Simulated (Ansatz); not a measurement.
Write the native input for Ansatz 0.2.0 that does the following.

| Quantity | Value |
| --- | --- |
| Task | single point |
| Functional | PBE |
| Potentials or basis | Ansatz PAW |
| Cutoff | 420 eV (not typed: the program's choice for these potentials) |
| k mesh | 8 × 8 × 8 |
| Occupations | gaussian, width 0.012 eV |
| Spin | no spin polarisation |

InPd:

```
In Pd
1.0
     3.27188    0.00000    0.00000
     0.00000    3.27188    0.00000
     0.00000    0.00000    3.27188
In Pd
1 1
Direct
  0.00000 0.00000 0.00000
  0.50000 0.50000 0.50000
```

The cell comes from a database or a generator and needn't be the stable form of this composition.

One way to write it, as run:

input.yaml

```yaml
crystal:
  lattice:
    - [3.27188478, 0.0, 0.0]
    - [0.0, 3.27188478, 0.0]
    - [0.0, 0.0, 3.27188478]
  atoms:
    - { symbol: In, position: [0.0, 0.0, 0.0] }
    - { symbol: Pd, position: [0.5, 0.5, 0.5] }
hamiltonian:
  xc: pbe
  pseudopotentials: { kind: paw }
kpoints:
  mp_grid: { grid: [8, 8, 8] }
scf:
  occupations: { method: gaussian, width: 0.012 }
output:
  forces: true
  stress: true
  eigenvalues: true
```

Potentials or basis: Ansatz PAW.

Command:

```bash
$ ansatz run input.yaml --threads 2 --pin off --max-ram 5632MiB --backend cpu --events-out ev --progress --plain --runs-dir out
```

Results of the run:

```yaml
Pressure: 3.7 GPa
Band_gap_on_the_k_mesh: none (metal or under the smearing width)
```

Run time: 0.81 s on 2 threads of Arm Neoverse V2, with other jobs on the host, peak memory 0.3 GiB.
